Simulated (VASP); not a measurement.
Write the native input for VASP 6.6.1 that does the following.

```yaml
Task: Born charges and dielectric tensor
Functional: PBE
Potentials_or_basis: VASP PAW PBE potentials, release 64 (Ca_sv, F)
Cutoff: 520 eV
k_mesh: 8 × 8 × 8
Occupations: gaussian, width 0.02 eV
Spin: no spin polarisation
Further_INCAR_settings: ALGO = Fast; EDIFF = 1e-08; IBRION = 8; NSW = 1
```

The structure of CaF2 lies in POSCAR:

```
CaF2
1.0
    0.0000000000      2.7554730000      2.7554730000
    2.7554730000      0.0000000000      2.7554730000
    2.7554730000      2.7554730000      0.0000000000
Ca F
1 2
Direct
    0.0000000000      0.0000000000      0.0000000000
    0.2500000000      0.2500000000      0.2500000000
    0.7500000000      0.7500000000      0.7500000000
```

One way to write it, as run:

INCAR

```
PREC = Accurate ; ENCUT = 520
EDIFF = 1E-8 ; ISMEAR = 0
SIGMA = 0.02 ; LREAL = False
LASPH = True ; NELM = 100
ALGO = Fast ; ISIF = 2
LWAVE = False ; LCHARG = False
GGA = PE ; LEPSILON = True
IBRION = 8 ; NSW = 1
```

KPOINTS

```
Automatic mesh
0
Gamma
  8 8 8
```

Potentials or basis: VASP PAW PBE potentials, release 64 (Ca_sv, F).

Command:

```sh
$ cat potpaw_PBE.64/Ca_sv/POTCAR potpaw_PBE.64/F/POTCAR > POTCAR
$ mpirun -np 1 vasp_std > vasp.out
```

Results of the run:

The band gap on the k mesh is 7.12 eV, indirect (least direct gap 7.37 eV) and the electronic dielectric tensor (diagonal) is 2.26. The born charges (mean of the diagonal) is Ca +2.36; F -1.18 e and the highest phonon frequency at Γ, LO-TO splitting left out is 308 cm⁻¹.

Run time: 13 min on 1 thread of Intel(R) Xeon(R) Platinum 8259CL CPU @ 2.50GHz (Skylake/Cascade Lake), with other jobs on the host, peak memory 0.35 GiB.
